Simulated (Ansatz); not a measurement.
## A small benchmark: atomisation enthalpy at 298 K

8 molecules, all hydrocarbons; the atomisation enthalpy at 298 K in kJ/mol, computed less measured. Shapes, held fixed at every level: PBE0-D4/def2-TZVP. Flexible molecules stand in one conformer, not always the lowest. Thermal terms are harmonic and unscaled (PBE0-D4/def2-TZVP); the spin-orbit lowering of the free atoms is taken from their spectra. Programs: Ansatz 0.2.0. Measured values: Active Thermochemical Tables, CRC Handbook of Chemistry and Physics.

Levels: A = MP2/def2-TZVPP; B = CCSD(T)/def2-SVP; C = CCSD/def2-TZVPP.

```
                        molecule  from tabulated heats    A     B     C
                C2H2 (acetylene)                  1641   -8   -80   -83
                  C3H6 (propene)                  3438  -53  -136  -123
             C4H8 (SMILES C=CCC)                  4612  -67  -180  -165
           C4H8 (SMILES C/C=C\C)                  4619  -68  -182  -168
           C5H8 (1,2-pentadiene)                  5188  -62  -207  -208
           C5H10 (cis-2-pentene)                  5792  -78  -220  -205
C5H10 (1,1-dimethylcyclopropane)                  5773  -66  -214  -205
         C5H10 (SMILES CC=C(C)C)                  5806  -80  -224  -210
```

Which level does best on this set, which worst, and which err to one side?


| level | kind | mean error | mean absolute error | worst case |
| --- | --- | --- | --- | --- |
| MP2/def2-TZVPP | perturbation theory | -60.2 | 60.2 | C5H10 (2-methyl-2-butene) |
| CCSD(T)/def2-SVP | coupled cluster or CI | -180.4 | 180.4 | C5H10 (2-methyl-2-butene) |
| CCSD/def2-TZVPP | coupled cluster or CI | -170.9 | 170.9 | C5H10 (2-methyl-2-butene) |

On this set MP2/def2-TZVPP has the smallest mean absolute error and CCSD(T)/def2-SVP the largest. MP2/def2-TZVPP is too low in 8 of 8; CCSD(T)/def2-SVP is too low in 8 of 8; CCSD/def2-TZVPP is too low in 8 of 8. Heats of the atoms come from ATcT where it has them. The levels differ in basis as well as in method. The largest two are near a tie. For MP2/def2-TZVPP and CCSD(T)/def2-SVP and CCSD/def2-TZVPP the error tends to grow with the atomisation enthalpy. Correlated wave functions converge slowly with the basis. CCSD also lacks the triples, which bind further. The set is small.
